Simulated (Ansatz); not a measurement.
SiNi3:

```xyz
4
Lattice="1.2928 0.7464 7.6620 -1.2928 0.7464 7.6620 0.0000 -1.4928 7.6620" Properties=species:S:1:pos:R:3 pbc="T T T"
Ni    0.0000    0.0000    5.8553
Ni    0.0000    0.0000   11.4930
Ni    0.0000    0.0000   17.1307
Si    0.0000    0.0000    0.0000
```

The cell comes from a database or a generator and needn't be the stable form of this composition.

Base run:

| Property | Result |
| --- | --- |
| Program | Ansatz 0.2.0 |
| Functional | PBEsol |
| Potentials or basis | Ansatz PAW |
| Cutoff | 420 eV (not typed: the program's choice for these potentials) |
| k mesh | 10 × 10 × 10 |
| Occupations | fermi-dirac, width 0.05 eV |
| Spin | collinear spin, ferromagnetic start |
| Starting moments | [2.0, 2.0, 2.0, 0.0] μB |
| Fixed moment | 6 μB |

Its results: pressure 18.7 GPa; site moments Ni +1.50, +1.69; Si +0.44 μB; largest force 1.723 eV/Å.

Question: The run is repeated on the same cell with these changes: fixed moment from 6 μB to 3 μB; moments at the start from [2.0, 2.0, 2.0, 0.0] to [1.0, 1.0, 1.0, 0.0]. What comes out?

Answer: Pressure -0.5 GPa; site moments Ni +0.79, +1.15; Si +0.11 μB; largest force 0.587 eV/Å.

Caveats: the total moment is fixed, so each spin has its own Fermi level; the PAW data sets come from PBE, with cores solved anew for the run's functional, which leaves a small shift of forces and pressure; the thresholds are loose for stress; forces of over 1 eV/Å show positions far from the minimum, so gaps and moduli don't describe the material at rest (some runs).
